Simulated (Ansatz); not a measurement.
**Be2C (Fm-3m): lattice vibrations**

```
CELL_PARAMETERS angstrom
0.00000 2.15537 2.15537
2.15537 0.00000 2.15537
2.15537 2.15537 0.00000
ATOMIC_POSITIONS crystal
Be 0.25000 0.25000 0.25000
Be 0.75000 0.75000 0.75000
C 0.00000 0.00000 0.00000
```

Conventional cell: a = 4.311 Å, b = 4.311 Å, c = 4.311 Å, α = 90.00°, β = 90.00°, γ = 90.00°. Be (atom 1) is surrounded by 4 C at 1.87 Å. C (atom 3) is surrounded by 8 Be at 1.87 Å.

Unless marked otherwise, the numbers come from PBEsol, all-electron LAPW in Ansatz 0.2.0, scalar-relativistic. k mesh 8×8×8, fixed occupations, basis error target 1 meV/atom. The cell was relaxed by PAW under this functional.

Atoms are displaced by 0.01 Å in the smallest supercells that hold the wave vectors of a 2×2×2 mesh. Negative values stand for unstable modes. The zone centre has no LO-TO term.

Task: What are the phonon energies at the solved wave vectors, in meV?

Result: 

```tsv
q	point	modes (meV)
0.000 0.000 0.000	Gamma	80.94 (×3), 87.79 (×3)
0.500 0.000 0.000	L	52.35 (×2), 75.99 (×2), 78.76, 84.39 (×2), 98.86, 99.56
0.500 0.500 0.000	X	50.92 (×2), 53.07, 75.65 (×2), 91.72 (×2), 96.52, 119.40
```

Task: Is the structure dynamically stable at these wave vectors?

Result: Yes, no mode is unstable there; wave vectors off this mesh aren't tested.

Task: How do the optical zone-centre modes decompose, and which are active?

Result: Point group m-3m: Γ_opt = T1u + T2g.

```
label    meV  activity      mostly
  T1u  80.94        IR    C (60 %)
  T2g  87.79     Raman  Be (100 %)
```

Task: How well do frozen-core PAW files reproduce these all-electron values?

Result: With a cutoff of 420 eV and displacements of 0.0025 Å, the r.m.s. difference over the modes is 0.5 cm⁻¹; the largest difference is 964.2 (PAW) against 963.0 cm⁻¹ (LAPW).

Task: The cell is scaled evenly to 19.726 and 20.326 Å³ (from 20.026), with free atoms relaxed and the shape held. What are the mode Grüneisen parameters γ = −d ln ω/d ln V?

Result: For the highest mode, 974.8 cm⁻¹ in the small cell and 951.6 in the large one give γ ≈ 0.80. From the change of the dynamical matrix on each mode:

```tsv
point	cm⁻¹	γ
Gamma	652.8	1.78
Gamma	708.1	1.18
L	422.3	0.58
L	612.9	1.27
L	635.3	1.54
L	680.6	1.81
L	797.4	0.93
L	803.0	0.83
X	410.7	1.81
X	428.0	1.68
X	610.1	0.81
X	739.8	1.59
X	778.5	1.09
X	963.0	0.80
```

Weighted by the modes' heat capacities at 300 K, the mean on this mesh is 1.27; it moves with the q mesh, and a coarse one overweights the zone boundary.

Task: Linear response on PAW files adds the field. What are the dielectric tensor, the Born charges and the LO shift?

Result: ε∞ = (6.98, 6.98, 6.98) along x, y, z with local fields. Born charges (xx, yy, zz): Be1 (1.53, 1.53, 1.53); Be2 (1.53, 1.53, 1.53); C3 (-3.06, -3.06, -3.06). For q along x the macroscopic field gives longitudinal modes at 939.6 (from 653.5) cm⁻¹. Without the field the optical modes lie at 653.5 (T1u), 708.5 (T2g) cm⁻¹. With the ions free to follow the field, the program's ε₀ is (14.43, 14.43, 14.43).

Keep in mind: the frozen-core PAW files of the compared runs were fitted under PBE, their cores solved anew for this functional; field response not resolved by the mesh; semilocal gaps are low, and ε∞ tends to come out large.
